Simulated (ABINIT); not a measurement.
Runs of ABINIT 10.8.3 (patched build) on TePb. The structure is cubic, space group Fm-3m (No. 225). The conventional cell has a = 6.462 Å, b = 6.462 Å, c = 6.462 Å, α = 90.00°, β = 90.00°, γ = 90.00°. Around Pb (site symmetry m-3m) lie 6 Te at 3.23 Å. Te (site symmetry m-3m) has 6 Pb at 3.23 Å as nearest neighbours. 

```tsv
task	level	potentials or basis	spin	k mesh	cutoff (eV)	fine-grid cutoff	pressure (GPa)	V0 of scaled cells (Å³/atom)	B0 (GPa)
equation of state	LDA-PZ	JTH PAW LDA v2.0 sp	off	7 × 7 × 7	408	816.342 eV	-	32.54	50
equation of state	r2SCAN	JTH PAW PBE v2.0	off	7 × 7 × 7	707	1306.15 eV	-	34.92	42
band structure	HCTH407	JTH PAW PBE v2.0 sp	off	7 × 7 × 7	408	816.342 eV	(a)	-	-
equation of state	revPBE+D3	JTH PAW PBE v2.0	off	7 × 7 × 7	599	1197.3 eV	-	34.92	36
equation of state	PBEsol	JTH PAW PBE v2.0 sp	SOC, no magnetisation	7 × 7 × 7	408	816.342 eV	-	(b)	(c)
band structure	LDA-VWN	JTH PAW LDA v2.0 sp	off	7 × 7 × 7	408	816.342 eV	-1.7	-	-
```

Alike in all rows: cell as given; smearing fermi-dirac 0.05 eV.

**Question.** Estimate the missing entries.

**Answer.** (a) 4.0; (b) 33.40; (c) 44.

Caveats: pressures at fixed basis lie under the slope of the energies (some runs); this set keeps more shells in the core, which shifts pressures and gaps (some runs); the PAW data sets were made with another functional, which shifts forces and pressure a little (some runs).

Not every run made on this cell is shown here.
